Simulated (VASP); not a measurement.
Here is a VASP 6.6.1 calculation.

Contents of POSCAR:

```
Na2S
1.0
    0.0000000000      3.3856497694      3.3856497694
    3.3856497694      0.0000000000      3.3856497694
    3.3856497694      3.3856497694      0.0000000000
S Na
1 2
Direct
    0.0000000000      0.0000000000      0.0000000000
    0.2500000000      0.2500000000      0.2500000000
    0.7500000000      0.7500000000      0.7500000000
```

File INCAR.step1:

```
SYSTEM = Na2S
PREC = Accurate ; ENCUT = 520
ISMEAR = 0 ; SIGMA = 0.01
LREAL = .FALSE. ; LASPH = .TRUE.
NELM = 80 ; NBANDS = 17
GGA = PE ; ALGO = Normal
EDIFF = 1E-4 ; LWAVE = .TRUE.
LCHARG = .FALSE.
```

The input INCAR.step2:

```
SYSTEM = Na2S
PREC = Accurate ; ENCUT = 520
EDIFF = 1E-7 ; ISMEAR = 0
SIGMA = 0.01 ; LREAL = .FALSE.
LASPH = .TRUE. ; NELM = 80
ALGO = Normal ; ISIF = 2
LWAVE = .FALSE. ; LCHARG = .FALSE.
METAGGA = R2SCAN ; LMIXTAU = .TRUE.
NBANDS = 17 ; ISTART = 1
```

KPOINTS

```
regular mesh
0
G
  8 8 8
  0 0 0
```

Potentials or basis: VASP PAW PBE potentials, release 64 (S, Na_pv).

Run with:

```console
$ cat potpaw_PBE.64/S/POTCAR potpaw_PBE.64/Na_pv/POTCAR > POTCAR
$ cp INCAR.step1 INCAR
$ mpirun -np 1 vasp_std > vasp.out
$ cp INCAR.step2 INCAR
$ mpirun -np 1 vasp_std > vasp.out
```

What does it give for the band gap on the k mesh?

2.72 eV, direct.

Predict the pressure.

-3.0 GPa.

Caveat: the PAW data sets were made with another functional, which shifts forces and pressure a little. A k mesh can miss the band edges.
